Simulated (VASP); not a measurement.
A run of VASP 6.6.1:

The input INCAR:

```
PREC = Accurate ; ENCUT = 520
EDIFF = 1E-7 ; ISMEAR = 0
SIGMA = 0.1 ; LREAL = False
LASPH = True ; NELM = 100
ALGO = Fast ; ISIF = 2
LWAVE = False ; LCHARG = False
GGA = PE ; NBANDS = 16
```

The input KPOINTS:

```
Automatic mesh
0
Gamma
  16 16 16
```

POSCAR

```
InAs
1.0
   -2.6284940472      2.6284940472      1.4391908340
    2.6284940472     -2.6284940472      1.4391908340
    2.6284940472      2.6284940472     -1.4391908340
In As
1 1
Direct
    0.0000000000      0.0000000000      0.0000000000
    0.7500000000      0.2500000000      0.5000000000
```

Potentials or basis: VASP PAW PBE potentials, release 64 (In_d, As).

Launch:

```sh
$ cat potpaw_PBE.64/In_d/POTCAR potpaw_PBE.64/As/POTCAR > POTCAR
$ mpirun -np 1 vasp_std > vasp.out
```

Hardware: 1 thread of Intel(R) Xeon(R) Platinum 8559C (Emerald Rapids) (shared host).

Q: How long does it take, and how much memory?

A: Run time: 5.6 min on 1 thread of Intel(R) Xeon(R) Platinum 8559C (Emerald Rapids) (shared host), peak memory 0.34 GiB. Counts: scf iterations 18, k points 349.
